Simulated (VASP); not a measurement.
Input of a VASP 6.6.1 run:

Contents of INCAR:

```
ALGO     = Normal         # electronic algorithm
EDIFF    = 1E-7           # SCF threshold, eV
EDIFFG   = -0.005         # ionic threshold
ENCUT    = 580            # plane-wave cutoff, eV
GGA      = PS             # functional
IBRION   = 2              # ionic algorithm
ISIF     = 3              # what is computed and relaxed
ISMEAR   = 0              # smearing method
LASPH    = True           # aspherical terms in the spheres
LCHARG   = False          # write CHGCAR
LREAL    = False          # projectors in reciprocal space
LWAVE    = False          # write WAVECAR
NELM     = 100            # most SCF steps
NSW      = 90             # ionic steps
PREC     = Accurate       # precision mode
SIGMA    = 0.1            # smearing width, eV
```

File KPOINTS:

```
k-points
0
Gamma
  18 18 18
```

Contents of POSCAR:

```
Re
1.0
    0.0000000000      1.9442962900      1.9442962900
    1.9442962900      0.0000000000      1.9442962900
    1.9442962900      1.9442962900      0.0000000000
Re
1
Direct
    0.0000000000      0.0000000000      0.0000000000
```

Potentials or basis: VASP PAW PBE potentials, release 64 (Re).

Command:

```sh
$ cat potpaw_PBE.64/Re/POTCAR > POTCAR
$ mpirun -np 1 vasp_std > vasp.out
```

**Question.** What does it give for the space group after relaxing (to 0.05 Å)?

**Answer.** Fm-3m (No. 225).

**Question.** What does it give for the relaxed cell?

**Answer.** a = 2.744 Å, b = 2.744 Å, c = 2.744 Å, α = 60.00°, β = 60.00°, γ = 60.00°.

**Question.** What does it give for the relaxed volume?

**Answer.** 14.61 Å³/atom.

The path:
| step | energy change (eV) | largest force (eV/Å) | pressure (GPa) | volume (Å³) |
| --- | --- | --- | --- | --- |
| 1 | 0.0000 | 0.0000 | -2.43 | 14.70 |
| 2 | 0.0121 | 0.0000 | 11.09 | 14.23 |
| 3 | -0.0007 | 0.0000 | 0.00 | 14.61 |

Caveat: the PAW data sets were made with another functional, which shifts forces and pressure a little. Spin-orbit coupling is left out, which matters for the levels of Re.
